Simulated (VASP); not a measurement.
# Os (Im-3m) in VASP: a series of runs

One crystal, Os, is run at these levels: PBEsol, LDA, PBE, PBE+D3(BJ); tasks: relaxation of cell and atoms.

Everything below comes from runs of VASP 6.6.1. Logs are shortened: lines on timing, memory, paths and dates and some standing lists are left out, and cuts for length are marked.

## Step 1: The structure

Symmetry: Im-3m, No. 229, cubic system. The conventional cell has a = 3.037 Å, b = 3.037 Å, c = 3.037 Å, α = 90.00°, β = 90.00°, γ = 90.00°. Around Os (site symmetry m-3m) lie 8 Os at 2.63 Å.

This isn't the form of Os at room conditions, which is hcp.

## Step 2: Relaxation of cell and atoms, PBEsol

Input file INCAR:

```
SYSTEM = Os
ALGO = Fast
EDIFF = 1E-7
EDIFFG = -0.005
ENCUT = 600
GGA = PS
IBRION = 2
ISIF = 3
ISMEAR = 0
LASPH = .True.
LCHARG = .False.
LREAL = .False.
LWAVE = .False.
NELM = 100
NSW = 90
PREC = Accurate
SIGMA = 0.1
```

Input file KPOINTS:

```
k-points
0
Gamma
  20 20 20
  0 0 0
```

Input file POSCAR:

```
Os
1.0
   -1.5182944900      1.5182944900      1.5182944900
    1.5182944900     -1.5182944900      1.5182944900
    1.5182944900      1.5182944900     -1.5182944900
Os
1
Direct
    0.0000000000      0.0000000000      0.0000000000
```

Potentials or basis: VASP PAW PBE potentials, release 64 (Os).

On the command line:

```bash
cat potpaw_PBE.64/Os/POTCAR > POTCAR
mpirun -np 1 vasp_std > vasp.out
```

OUTCAR:

```text
SYSTEM = Os
   EDIFF = 1E-7
   EDIFFG = -0.005
   ENCUT = 600
   GGA = PS
   IBRION = 2
   ISIF = 3
   ISMEAR = 0
   LASPH = .True.
   LREAL = .False.
   NELM = 100
   NSW = 90
   PREC = Accurate

 ion  position               nearest neighbor table
   1  0.000  0.000  0.000-

  LATTYP: Found a body centered cubic cell.
 ALAT       =     3.0365889800

  Lattice vectors:

 A1 = (  -1.5182944900,   1.5182944900,   1.5182944900)
 A2 = (   1.5182944900,  -1.5182944900,   1.5182944900)
 A3 = (   1.5182944900,   1.5182944900,  -1.5182944900)

Analysis of symmetry for initial positions (statically):
=====================================================================
 Subroutine PRICEL returns:
 Original cell was already a primitive cell.

 Routine SETGRP: Setting up the symmetry group for a
 body centered cubic supercell.

 Subroutine GETGRP returns: Found 48 space group operations
 (whereof 48 operations were pure point group operations)
 out of a pool of 48 trial point group operations.

The static configuration has the point symmetry O_h .

Analysis of symmetry for dynamics (positions and initial velocities):
=====================================================================
 Subroutine PRICEL returns:
 Original cell was already a primitive cell.

 Routine SETGRP: Setting up the symmetry group for a
 body centered cubic supercell.

 Subroutine GETGRP returns: Found 48 space group operations
 (whereof 48 operations were pure point group operations)
 out of a pool of 48 trial point group operations.

The dynamic configuration has the point symmetry O_h .

 Subroutine INISYM returns: Found 48 space group operations
 (whereof 48 operations are pure point group operations),
 and found     1 'primitive' translations

----------------------------------------------------------------------------------------

                                     Primitive cell

  volume of cell :      14.0000

  direct lattice vectors                    reciprocal lattice vectors
    -1.518294490  1.518294490  1.518294490     0.000000000  0.329316877  0.329316877
     1.518294490 -1.518294490  1.518294490     0.329316877  0.000000000  0.329316877
     1.518294490  1.518294490 -1.518294490     0.329316877  0.329316877  0.000000000

  length of vectors
     2.629763198  2.629763198  2.629763198     0.465724394  0.465724394  0.465724394

  position of ions in fractional coordinates (direct lattice)
     0.000000000  0.000000000  0.000000000

  ion indices of the primitive-cell ions
   primitive index   ion index
                 1           1

----------------------------------------------------------------------------------------

 KPOINTS: k-points

Automatic generation of k-mesh.
 Grid dimensions read from file:
 generate k-points for:   20   20   20

 Generating k-lattice:

  Cartesian coordinates                     Fractional coordinates (reciprocal lattice)
     0.000000000  0.016465844  0.016465844     0.050000000  0.000000000  0.000000000
     0.016465844  0.000000000  0.016465844     0.000000000  0.050000000  0.000000000
     0.016465844  0.016465844  0.000000000     0.000000000  0.000000000  0.050000000

  Length of vectors
     0.023286220  0.023286220  0.023286220

  Shift w.r.t. Gamma in fractional coordinates (k-lattice)
     0.000000000  0.000000000  0.000000000

 Subroutine IBZKPT returns following result:
 ===========================================

 Found    256 irreducible k-points:

 Following reciprocal coordinates:
            Coordinates               Weight
  0.000000  0.000000  0.000000      1.000000
  0.050000  0.000000  0.000000     12.000000
  0.100000  0.000000  0.000000     12.000000
  0.150000  0.000000  0.000000     12.000000
  0.200000  0.000000  0.000000     12.000000
  0.250000  0.000000  0.000000     12.000000
[... 16 lines left out ...]
  0.200000  0.100000  0.000000     48.000000
  0.250000  0.100000  0.000000     48.000000
 [... further k-points ...]
   k-points           NKPTS =    256   k-points in BZ     NKDIM =    256   number of bands    NBANDS=      8
   number of dos      NEDOS =    301   number of ions     NIONS =      1
   total plane-waves  NPLWV =  13824
   dimension x,y,z NGX =    24 NGY =   24 NGZ =   24
   dimension x,y,z NGXF=    48 NGYF=   48 NGZF=   48
   ions per type =               1
   NGX,Y,Z   is equivalent  to a cutoff of  15.17, 15.17, 15.17 a.u.
   NGXF,Y,Z  is equivalent  to a cutoff of  30.34, 30.34, 30.34 a.u.
 SYSTEM =  Os
   PREC   = accura    normal or accurate (medium, high low for compatibility)
   ISTART =      0    job   : 0-new  1-cont  2-samecut
   ICHARG =      2    charge: 1-file 2-atom 10-const
   ISPIN  =      1    spin polarized calculation?
   LNONCOLLINEAR =      F non collinear calculations
   LSORBIT =      F    spin-orbit coupling
   LASPH  =      T    aspherical Exc in radial PAW
   ENCUT  =  600.0 eV  44.10 Ry    6.64 a.u.   5.25  5.25  5.25*2*pi/ulx,y,z
   NELM   =    100;   NELMIN=  2; NELMDL= -5     # of ELM steps
   EDIFF  = 0.1E-06   stopping-criterion for ELM
   LREAL  =      F    real-space projection
   EDIFFG = -.5E-02   stopping-criterion for IOM
   NSW    =     90    number of steps for IOM
   IBRION =      2    ionic relax: 0-MD 1-quasi-New 2-CG
   NFREE  =      1    steps in history (QN), initial steepest desc. (CG)
   ISIF   =      3    stress and relaxation
   ISYM   =      2    0-nonsym 1-usesym 2-fastsym
   POTIM  = 0.5000    time-step for ionic-motion
   TEBEG  =    0.0;   TEEND  =   0.0 temperature during run
   PSTRESS=    0.0 pullay stress
   NELECT =       8.0000    total number of electrons
   NUPDOWN=      -1.0000    fix difference up-down
   EMIN   =  10.00;   EMAX   =-10.00  energy-range for DOS
   EFERMI =   0.00;   METHOD = LEGACY
   ISMEAR =     0;   SIGMA  =   0.10  broadening in eV -4-tet -1-fermi 0-gaus
   EFERMI_NEDOS =   21; number of points for ismear=-14 and -15
   IALGO  =     68    algorithm
   IMIX   =      4    mixing-type and parameters
     AMIX     =   0.40;   BMIX     =  1.00
     AMIX_MAG =   1.60;   BMIX_MAG =  1.00
  volume/ion in A,a.u.               =      14.00        94.48
  Fermi-wavevector in a.u.,A,eV,Ry     =   1.358508  2.567208 25.110144  1.845544
  Thomas-Fermi vector in A             =   2.485335
   LORBIT       =      0    0 simple, 1 ext, 2 COOP (PROOUT), +10 PAW based schemes
   GGA     = PS    functional components
   LHFCALC =     F    Hartree Fock is set to
   AEXX    =    0.0000 exact exchange contribution
   IVDW    =     0    specifies the selected vdW correction
   LEPSILON=     F    determine dielectric tensor
   LRPA    =     F    only Hartree local field effects (RPA)
 conjugate gradient relaxation of ions
 non-spin polarized calculation
 RMM-DIIS sequential band-by-band and
 Gauss-broadening in eV      SIGMA  =   0.10
  energy-cutoff  :      600.00
  volume of cell :       14.00
 maximum number of plane-waves:       484
 NGX is ok and might be reduce to    24
   NGX = 11   NGY = 11   NGZ = 11

--------------------------------------- Ionic step        1  -------------------------------------------

 number of electron       8.0000000 magnetization

 Free energy of the ion-electron system (eV)
  ---------------------------------------------------
  ext. energy  EPLUGINS =         0.00000000
  ---------------------------------------------------
  free energy    TOTEN  =       -11.30661630 eV

  energy without entropy =      -11.29943337  energy(sigma->0) =      -11.30302484

------------------------ aborting loop because EDIFF is reached ----------------------------------------

  FORCE on cell =-STRESS in cart. coord.  units (eV):
  Direction    XX          YY          ZZ          XY          YZ          ZX
  --------------------------------------------------------------------------------------
  -------------------------------------------------------------------------------------
  Total        0.9834976      0.9834976      0.9834976      0.0000000     -0.0000000      0.0000000
  in kB      112.5526778    112.5526778    112.5526778      0.0000000     -0.0000000      0.0000000
  external PRESSURE =     112.5526778 kB  Pullay stress =       0.0000000 kB

 VOLUME and BASIS-vectors are now :
 -----------------------------------------------------------------------------
  energy-cutoff  :      600.00
  volume of cell :       14.00
      direct lattice vectors                 reciprocal lattice vectors
    -1.518294490  1.518294490  1.518294490     0.000000000  0.329316877  0.329316877
     1.518294490 -1.518294490  1.518294490     0.329316877  0.000000000  0.329316877
     1.518294490  1.518294490 -1.518294490     0.329316877  0.329316877  0.000000000
[... 71 lines left out ...]
 POSITION                                       TOTAL-FORCE (eV/Angst)
 -----------------------------------------------------------------------------------
      0.00000      0.00000      0.00000        -0.000000      0.000000     -0.000000
 -----------------------------------------------------------------------------------
    total drift:                               -0.000000      0.000000     -0.000000

  FREE ENERGIE OF THE ION-ELECTRON SYSTEM (eV)
  ---------------------------------------------------
  free  energy   TOTEN  =       -11.3195353234 eV

  energy  without entropy=      -11.3121464198  energy(sigma->0) =      -11.31584087

--------------------------------------- Ionic step        4  -------------------------------------------

 number of electron       8.0000000 magnetization

 Free energy of the ion-electron system (eV)
  ---------------------------------------------------
  ext. energy  EPLUGINS =         0.00000000
  ---------------------------------------------------
  free energy    TOTEN  =       -11.31957004 eV

  energy without entropy =      -11.31219133  energy(sigma->0) =      -11.31588069

 E-fermi :   9.1500     XC(G=0): -13.9845

 val. band max:        9.1481216030   @ k =   0.3000   0.2000   0.0500
 cond. band min:       9.1563306701   @ k =   0.2500   0.2500   0.0500
 fundamental gap:      0.0082090671
 Fermi energy:         9.1500047940

 k-point     1 :       0.0000    0.0000    0.0000
  band No.  band energies     occupation
      1      -1.8483      2.00000
      2       5.7937      2.00000
      3       5.7937      2.00000
      4       5.7937      2.00000
      5       9.0933      1.57761
      6       9.0933      1.57760
      7      25.4124      0.00000
      8      25.4124      0.00000

 k-point     2 :       0.0500    0.0000    0.0000
  band No.  band energies     occupation
      1      -1.7272      2.00000
      2       5.7309      2.00000
      3       5.7872      2.00000
      4       5.9063      2.00000
      5       9.0008      1.96517
      6       9.0969      1.54701
      7      25.4995      0.00000
      8      25.6112      0.00000
[... 221 lines left out ...]
 k-point    23 :       0.2000    0.1000    0.0000
  band No.  band energies     occupation
      1       0.8753      2.00000
      2       4.6845      2.00000
      3       5.1629      2.00000
      4       8.2688      2.00000
      5       8.9502      1.99528
      6       9.4919      0.00000
      7      24.8315      0.00000
      8      25.7913      0.00000

 k-point    24 :       0.2500    0.1000    0.0000
  band No.  band energies     occupation
      1       1.4302      2.00000
      2       4.3865      2.00000
      3       5.3450      2.00000
      4       8.4367      2.00000
      5       9.5791      0.00000
      6      10.0449      0.00000
      7      23.2498      0.00000
      8      24.6567      0.00000

 [... further k-points ...]
[... 5 lines left out ...]
  --------------------------------------------------------------------------------------
  -------------------------------------------------------------------------------------
  Total       -0.0015804     -0.0015804     -0.0015804     -0.0000000      0.0000000      0.0000000
  in kB       -0.1760775     -0.1760775     -0.1760775     -0.0000000      0.0000000      0.0000000
  external PRESSURE =      -0.1760775 kB  Pullay stress =       0.0000000 kB

 VOLUME and BASIS-vectors are now :
 -----------------------------------------------------------------------------
  energy-cutoff  :      600.00
  volume of cell :       14.38
      direct lattice vectors                 reciprocal lattice vectors
    -1.531919898  1.531919898  1.531919898     0.000000000  0.326387823  0.326387823
     1.531919898 -1.531919898  1.531919898     0.326387823  0.000000000  0.326387823
     1.531919898  1.531919898 -1.531919898     0.326387823  0.326387823  0.000000000

 POSITION                                       TOTAL-FORCE (eV/Angst)
 -----------------------------------------------------------------------------------
      0.00000      0.00000      0.00000         0.000000     -0.000000     -0.000000
 -----------------------------------------------------------------------------------
    total drift:                               -0.000000      0.000000      0.000000

  FREE ENERGIE OF THE ION-ELECTRON SYSTEM (eV)
  ---------------------------------------------------
  free  energy   TOTEN  =       -11.3195700438 eV

  energy  without entropy=      -11.3121913309  energy(sigma->0) =      -11.31588069

 reached required accuracy - stopping structural energy minimisation
```

It took 40 s on 1 thread of Intel Xeon 6975P-C (Granite Rapids), shared host; peak memory 0.18 GiB.

What came out:

```yaml
Free_energy: -11.3196 eV
Relaxed_volume: 14.38 Å³/atom
Relaxed_cell: a = 2.653 Å, b = 2.653 Å, c = 2.653 Å, α = 109.47°, β = 109.47°, γ = 109.47°
Space_group_after_relaxing_to_0.05_Å: Im-3m (No. 229)
Energy_gained_by_relaxing: 13.0 meV/atom
Ionic_steps: 4
Pressure_after_relaxing: 0.0 GPa
Band_gap_on_the_k_mesh: none (metal or under the smearing width)
```

The path:
| step | energy change (eV) | largest force (eV/Å) | pressure (GPa) | volume (Å³) |
| --- | --- | --- | --- | --- |
| 1 | 0.0000 | 0.0000 | 11.26 | 14.00 |
| 2 | 0.1874 | 0.0000 | -33.51 | 16.09 |
| 3 | -0.0129 | 0.0000 | -0.54 | 14.40 |
| 4 | -0.0130 | 0.0000 | -0.02 | 14.38 |

Final structure:
```
Os
1.0
    -1.53192    1.53192    1.53192
     1.53192   -1.53192    1.53192
     1.53192    1.53192   -1.53192
Os
1
Direct
  0.00000 0.00000 0.00000
```

Levels at points of the mesh, in eV from the Fermi level:
```tsv
k point	band 2	band 3	band 4	band 5	band 6	band 7
(0.00, 0.00, 0.00)	-3.36	-3.36	-3.36	-0.06	-0.06	16.26
(0.50, 0.00, 0.00)	-5.45	-0.22	-0.19	0.59	3.33	9.08
(0.50, 0.50, 0.50)	-7.40	2.48	2.48	2.48	7.92	7.92
```

Caveat: the PAW data sets were made with another functional, which shifts forces and pressure a little.

## Step 3: Relaxation of cell and atoms, LDA

INCAR, as its differences from that of step 2:

```diff
@@ -5,3 +5,3 @@
 ENCUT = 600
-GGA = PS
+GGA = CA
 IBRION = 2
```

KPOINTS is that of step 2.

POSCAR is that of step 2.

Potentials or basis: VASP PAW LDA potentials, release 64 (Os).

On the command line:

```bash
cat potpaw_LDA.64/Os/POTCAR > POTCAR
mpirun -np 1 vasp_std > vasp.out
```

Wall time 37 s (1 thread of Intel Xeon 6975P-C (Granite Rapids), shared host); peak memory 0.18 GiB.

The run converged. Its results:

| Quantity | Value |
| --- | --- |
| Free energy | -11.7261 eV |
| Relaxed volume | 14.19 Å³/atom |
| Relaxed cell | a = 2.641 Å, b = 2.641 Å, c = 2.641 Å, α = 109.47°, β = 109.47°, γ = 109.47° |
| Space group after relaxing (to 0.05 Å) | Im-3m (No. 229) |
| Energy gained by relaxing | 3.2 meV/atom |
| Ionic steps | 4 |
| Pressure after relaxing | 0.0 GPa |
| Band gap on the k mesh | none (metal or under the smearing width) |

The path:
```csv
step,energy change (eV),largest force (eV/Å),pressure (GPa),volume (Å³)
1,0.0000,0.0000,5.59,14.00
2,0.0514,0.0000,-20.06,15.01
3,-0.0032,0.0000,-0.17,14.19
4,-0.0032,0.0000,0.00,14.19
```

Final structure:
```xyz
1
Lattice="-1.5250 1.5250 1.5250 1.5250 -1.5250 1.5250 1.5250 1.5250 -1.5250" Properties=species:S:1:pos:R:3 pbc="T T T"
Os    0.0000    0.0000    0.0000
```

Levels at points of the mesh, in eV from the Fermi level:
| k point | band 2 | band 3 | band 4 | band 5 | band 6 | band 7 |
| --- | --- | --- | --- | --- | --- | --- |
| (0.00, 0.00, 0.00) | -3.41 | -3.41 | -3.41 | -0.07 | -0.07 | 16.34 |
| (0.50, 0.00, 0.00) | -5.52 | -0.20 | -0.07 | 0.60 | 3.40 | 9.30 |
| (0.50, 0.50, 0.50) | -7.49 | 2.53 | 2.53 | 2.53 | 8.09 | 8.09 |

## Step 4: Relaxation of cell and atoms, PBE

INCAR, as its differences from that of step 3:

```diff
@@ -5,3 +5,3 @@
 ENCUT = 600
-GGA = CA
+GGA = PE
 IBRION = 2
```

KPOINTS is that of step 3.

POSCAR is that of step 3.

Potentials or basis: VASP PAW PBE potentials, release 64 (Os).

On the command line:

```bash
cat potpaw_PBE.64/Os/POTCAR > POTCAR
mpirun -np 1 vasp_std > vasp.out
```

Wall time 78 s (1 thread of Intel Xeon 6975P-C (Granite Rapids), shared host); peak memory 0.19 GiB.

Results (log left out):

- Free energy: -10.3647 eV
- Relaxed volume: 14.78 Å³/atom
- Relaxed cell: a = 2.678 Å, b = 2.678 Å, c = 2.678 Å, α = 109.47°, β = 109.47°, γ = 109.47°
- Space group after relaxing (to 0.05 Å): Im-3m (No. 229)
- Energy gained by relaxing: 51.3 meV/atom
- Ionic steps: 16
- Pressure after relaxing: 0.0 GPa
- Band gap on the k mesh: none (metal or under the smearing width)

The path:
```csv
step,energy change (eV),largest force (eV/Å),pressure (GPa),volume (Å³)
1,0.0000,0.0000,22.27,14.00
2,0.5693,0.0000,-45.03,18.32
3,-0.0508,0.0000,-1.99,14.86
4,-0.0513,0.0000,-0.16,14.79
5,-0.0513,0.0000,0.23,14.77
6,-0.0513,0.0000,0.23,14.77
7,-0.0513,0.0000,0.19,14.77
8,-0.0513,0.0000,0.19,14.77
9,-0.0513,0.0000,0.19,14.77
10,-0.0513,0.0000,0.19,14.77
11,-0.0513,0.0000,0.19,14.77
12,-0.0513,0.0000,0.18,14.77
13,-0.0513,0.0000,0.18,14.77
14,-0.0513,0.0000,0.15,14.77
15,-0.0513,0.0000,0.11,14.78
16,-0.0513,0.0000,0.02,14.78
```

Final structure:
```yaml
crystal:
  lattice:
    - [-1.54595, 1.54595, 1.54595]
    - [1.54595, -1.54595, 1.54595]
    - [1.54595, 1.54595, -1.54595]
  atoms:
    - { symbol: Os, position: [0.00000, 0.00000, 0.00000] }
```

Levels at points of the mesh, in eV from the Fermi level:
```
           k point  band 1  band 2  band 3  band 4  band 5  band 6  band 7  band 8
(0.00, 0.00, 0.00)  -10.70   -3.23   -3.23   -3.23   -0.04   -0.04   16.23   16.23
(0.50, 0.00, 0.00)   -7.51   -5.23   -0.19   -0.18    0.56    3.15    8.74   12.46
(0.50, 0.50, 0.50)   -7.09   -7.09    2.35    2.35    2.35    7.80    7.80    7.80
```

Spin-orbit coupling is left out, which matters for the levels of Os.

[end of part 1 of 2]
